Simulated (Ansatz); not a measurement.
Structure types of Rh compared at 520 GPa

Structure types of Rh are relaxed in primitive cells with their symmetry kept at 520 GPa, first on PAW files, then by LAPW. The enthalpy is E + pV at zero temperature, without zero-point motion. Only the types listed were tried, and differences under about 5 meV/atom are mesh noise.

All numbers are PBE results (scalar-relativistic) from Ansatz 0.2.0, with Fermi–Dirac smearing of 0.05 eV, no spin polarisation. Methods: LAPW: all electrons, basis error target 0.5 meV/atom; PAW: frozen-core files, cutoff 420 eV.

k meshes: fcc 20×20×20, bcc 21×21×21, hcp 19×19×11, sc 18×18×18, simple hexagonal 20×20×18, beta tin 20×20×20.

Task: Which type is lowest in enthalpy, and by how much?

Result: fcc, 108 meV/atom below hcp. The whole table:

```csv
start type,ends as,"a, b, c (Å)",V (Å³/atom),"H − H(lowest), LAPW (meV/atom)","same, PAW"
fcc,"fcc, Fm-3m","3.201, 3.201, 3.201",8.20,0.0,0.0
bcc,"bcc, Im-3m","2.544, 2.544, 2.544",8.23,720.0,719.4
hcp,"hcp, P6_3/mmc","2.266, 2.266, 3.694",8.21,108.3,108.5
sc,"sc, Pm-3m","2.059, 2.059, 2.059",8.73,3654.6,3642.7
simple hexagonal,"simple hexagonal, P6/mmm","2.180, 2.180, 2.064",8.49,2109.7,2102.8
beta tin,"beta tin, I4_1/amd","3.966, 3.966, 2.181",8.57,2567.8,2563.6
```

Task: Split the lead of fcc over hcp into energy and pV.

Result: For hcp less fcc: ΔE = +70.0 meV/atom, and p·ΔV = 520 GPa × +0.0118 Å³ × 6.242 meV/(GPa·Å³) = +38.3 meV/atom, together 108.3 meV/atom. fcc wins on both counts.
